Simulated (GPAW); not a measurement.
Here is a GPAW 26.7.0 calculation.

run.py

```python
from ase.filters import FrechetCellFilter
from ase.io import read, write
from ase.optimize import BFGS
from ase.units import GPa
from gpaw import GPAW, PW

atoms = read('POSCAR')

calc = GPAW(mode=PW(600),
            xc='revPBE',
            kpts={'size': (13, 13, 13), 'gamma': True},
            occupations={'name': 'fermi-dirac', 'width': 0.05},
            nbands=14,
            convergence={'density': 1e-05, 'forces': 0.0001},
            maxiter=150,
            txt='gpaw.txt')
atoms.calc = calc
opt = BFGS(FrechetCellFilter(atoms, scalar_pressure=5 * GPa), trajectory='relax.traj', logfile='-')
done = opt.run(fmax=0.02, steps=100)
calc.write('gs.gpw')
write('result.traj', atoms)
print('Converged:', done)
print('Cell:', atoms.cell.cellpar().round(4))
print('Volume:', round(atoms.get_volume(), 4))
print(atoms.get_scaled_positions().round(5))
```

POSCAR

```
Cu
1.0
    0.0000000000      1.8075000000      1.8075000000
    1.8075000000      0.0000000000      1.8075000000
    1.8075000000      1.8075000000      0.0000000000
Cu
1
Direct
    0.0000000000      0.0000000000      0.0000000000
```

Potentials or basis: the program's PAW data sets (release 1.2.1) made for this functional, pw.

The run is started by

```bash
$ OMP_NUM_THREADS=1 python run.py
```

(1) Predict the band gap on the k mesh.

(2) What does it give for the space group after relaxing (to 0.05 Å)?

(3) Predict the relaxed cell.

(4) Estimate the relaxed volume.

Answers

(1) none (metal or under the smearing width).

(2) Fm-3m (No. 225).

(3) a = 2.567 Å, b = 2.567 Å, c = 2.567 Å, α = 60.00°, β = 60.00°, γ = 60.00°.

(4) 11.96 Å³/atom.

Caveat: with this Cu data set, volumes or pressures lay over 1.5 % or 2 GPa off other programs in two to four cells of ten; later steps reuse the first step's grids.
